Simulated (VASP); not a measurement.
Write the native input for VASP 6.6.1 that does the following.

```
Task                   : relaxation of cell and atoms
Functional             : RPBE
Potentials or basis    : VASP PAW PBE potentials, release 64 (Mg, Sb)
Cutoff                 : 600 eV
k mesh                 : 9 × 9 × 5
Occupations            : gaussian, width 0.03 eV
Spin                   : no spin polarisation
Further INCAR settings : ALGO = Normal; EDIFF = 1e-07; IBRION = 2; EDIFFG = -0.005; NSW = 90; ISIF = 3
```

The structure of Mg3Sb2 lies in POSCAR:

```
Mg3Sb2                                  
1.0
    4.6385004261      0.0000000000      0.0000000000
   -2.3192502130      4.0170592044     -0.0000000000
   -0.0000000000      0.0000000000      7.3386755813
  Mg              Sb            
     3     2
Direct
     0.3333333332999970    0.6666666667000030    0.6323175795499015
     0.6666666667000030    0.3333333332999970    0.3676824204500984
     0.0000000000000000    1.0000000000000000    0.0000000000000000
     0.3333333332999970    0.6666666667000030    0.2262860757932404
     0.6666666667000030    0.3333333332999970    0.7737139242067596
```

These files were run (other wordings do the same):

INCAR

```
SYSTEM = Mg3Sb2
  PREC = Accurate
  ENCUT = 600
  EDIFF = 1E-7
  ISMEAR = 0
  SIGMA = 0.03
  LREAL = .False.
  LASPH = .True.
  NELM = 80
  ALGO = Normal
  ISIF = 3
  LWAVE = .False.
  LCHARG = .False.
  GGA = RP
  IBRION = 2
  NSW = 90
  EDIFFG = -0.005
```

KPOINTS

```
regular mesh
0
Gamma
  9 9 5
  0 0 0
```

Potentials or basis: VASP PAW PBE potentials, release 64 (Mg, Sb).

Launch:

```console
$ cat potpaw_PBE.64/Mg/POTCAR potpaw_PBE.64/Sb/POTCAR > POTCAR
$ mpirun -np 1 vasp_std > vasp.out
```

It gave:

| Quantity | Value |
| --- | --- |
| Relaxed volume | 27.37 Å³/atom |
| Relaxed cell | a = 4.639 Å, b = 4.639 Å, c = 7.341 Å, α = 90.00°, β = 90.00°, γ = 120.00° |
| Space group after relaxing (to 0.05 Å) | P-3m1 (No. 164) |
| Energy gained by relaxing | 0.0 meV/atom |
| Ionic steps | 2 |
| Pressure after relaxing | 0.0 GPa |
| Band gap on the k mesh | 0.19 eV, indirect (least direct gap 0.96 eV) |

Caveat: the PAW data sets were made with another functional, which shifts forces and pressure a little; spin-orbit coupling is left out, which moves the levels of the heavy elements; an odd mesh through Γ misses points on the zone boundary, where band edges often lie.

Wall time 2.5 min on 1 thread of Intel(R) Xeon(R) Platinum 8259CL CPU @ 2.50GHz (Skylake/Cascade Lake) (shared host), peak memory 0.38 GiB.
